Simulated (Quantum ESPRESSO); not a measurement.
Input of a Quantum ESPRESSO 7.5 run:

Contents of pw.in:

```
&CONTROL
  calculation = 'scf'
  prefix = 'pwscf'
  outdir = './tmp'
  pseudo_dir = './pseudo'
  tprnfor = .true.
  tstress = .true.
  disk_io = 'low'
/
&SYSTEM
  ibrav = 0
  nat = 2
  ntyp = 2
  ecutwfc = 92
  nbnd = 14
  input_dft = 'pbesol'
  occupations = 'smearing'
  smearing = 'gaussian'
  degauss = 0.00367493
/
&ELECTRONS
  conv_thr = 4d-10
  electron_maxstep = 120
  mixing_beta = 0.5
/
ATOMIC_SPECIES
Mg    24.3050 Mg.upf
O     15.9990 O.upf
CELL_PARAMETERS angstrom
   0.0000000000    2.0970013927    2.0970013927
   2.0970013927    0.0000000000    2.0970013927
   2.0970013927    2.0970013927    0.0000000000
ATOMIC_POSITIONS crystal
Mg     0.0000000000    0.0000000000    0.0000000000
O      0.5000000000    0.5000000000    0.5000000000
K_POINTS automatic
11 11 11 0 0 0
```

The input nscf.in:

```
&CONTROL
  calculation = 'nscf'
  prefix = 'pwscf'
  outdir = './tmp'
  pseudo_dir = './pseudo'
  disk_io = 'low'
/
&SYSTEM
  ibrav = 0
  nat = 2
  ntyp = 2
  ecutwfc = 92
  nbnd = 14
  input_dft = 'pbesol'
  occupations = 'tetrahedra_opt'
/
&ELECTRONS
  conv_thr = 1d-08
  electron_maxstep = 120
  mixing_beta = 0.5
/
ATOMIC_SPECIES
Mg    24.3050 Mg.upf
O     15.9990 O.upf
CELL_PARAMETERS angstrom
   0.0000000000    2.0970013927    2.0970013927
   2.0970013927    0.0000000000    2.0970013927
   2.0970013927    2.0970013927    0.0000000000
ATOMIC_POSITIONS crystal
Mg     0.0000000000    0.0000000000    0.0000000000
O      0.5000000000    0.5000000000    0.5000000000
K_POINTS automatic
17 17 17 0 0 0
```

The input projwfc.in:

```
&PROJWFC
  prefix = 'pwscf'
  outdir = './tmp'
  filpdos = 'p'
  Emin = -5
  Emax = 20
  DeltaE = 0.05
/
```

Potentials or basis: PseudoDojo 0.4.1 SR LDA stringent.

Command:

```bash
$ OMP_NUM_THREADS=1 pw.x -in pw.in > pw.out
$ OMP_NUM_THREADS=1 pw.x -in nscf.in > nscf.out
$ OMP_NUM_THREADS=1 projwfc.x -in projwfc.in > projwfc.out
```

Task: Estimate the Loewdin charges.

Result: Mg +1.53; O -1.37 e.

Task: Estimate the band gap on the k mesh.

Result: 4.93 eV, direct.

Task: Estimate the pressure.

Result: 1.6 GPa.

States per cell in windows of 1 eV (zero at the valence-band top; states under -8 eV left out):
| from (eV) | total | O#2 p wfc2 | Mg#1 s wfc3 | O#2 s wfc1 | Mg#1 p wfc2 | Mg#1 s wfc1 |
| --- | --- | --- | --- | --- | --- | --- |
| -8.0 | 0.00 | 0.00 | 0.00 | 0.00 | 0.00 | 0.00 |
| -7.0 | 0.00 | 0.00 | 0.00 | 0.00 | 0.00 | 0.00 |
| -6.0 | 0.00 | 0.00 | 0.00 | 0.00 | 0.00 | 0.00 |
| -5.0 | 0.33 | 0.26 | 0.06 | 0.00 | 0.00 | 0.00 |
| -4.0 | 1.35 | 1.13 | 0.16 | 0.03 | 0.00 | 0.00 |
| -3.0 | 0.82 | 0.74 | 0.04 | 0.02 | 0.00 | 0.00 |
| -2.0 | 1.77 | 1.69 | 0.02 | 0.01 | 0.00 | 0.00 |
| -1.0 | 1.69 | 1.65 | 0.00 | 0.00 | 0.00 | 0.00 |
| 0.0 | 0.00 | 0.00 | 0.00 | 0.00 | 0.00 | 0.00 |
| 1.0 | 0.00 | 0.00 | 0.00 | 0.00 | 0.00 | 0.00 |
| 2.0 | 0.00 | 0.00 | 0.00 | 0.00 | 0.00 | 0.00 |
| 3.0 | 0.00 | 0.00 | 0.00 | 0.00 | 0.00 | 0.00 |
| 4.0 | 0.00 | 0.00 | 0.00 | 0.00 | 0.00 | 0.00 |
| 5.0 | 0.03 | 0.00 | 0.02 | 0.01 | 0.00 | 0.00 |
| 6.0 | 0.08 | 0.01 | 0.04 | 0.02 | 0.00 | 0.00 |
| 7.0 | 0.20 | 0.03 | 0.10 | 0.04 | 0.00 | 0.00 |

Caveat: the potentials were made for another functional, which shifts forces and pressure.

**Measured values to compare with.**

“Electronic structure of alkaline earth and post-transition metal oxides”, 2009, arxiv:0908.1581 quotes, for a bulk crystal of MgO: band gap 7.83 eV.

A measured gap of MgO is 7.83 eV (quoted in “Electronic structure of alkaline earth and post-transition metal oxides”, 2009, arxiv:0908.1581); the calculated 4.93 eV misses it by -2.90 eV. The value is that of PBEsol, without temperature or zero-point motion. Semilocal functionals fall short of measured gaps as a rule. The cell is a database's relaxed one, not the measured one, which moves gaps too.
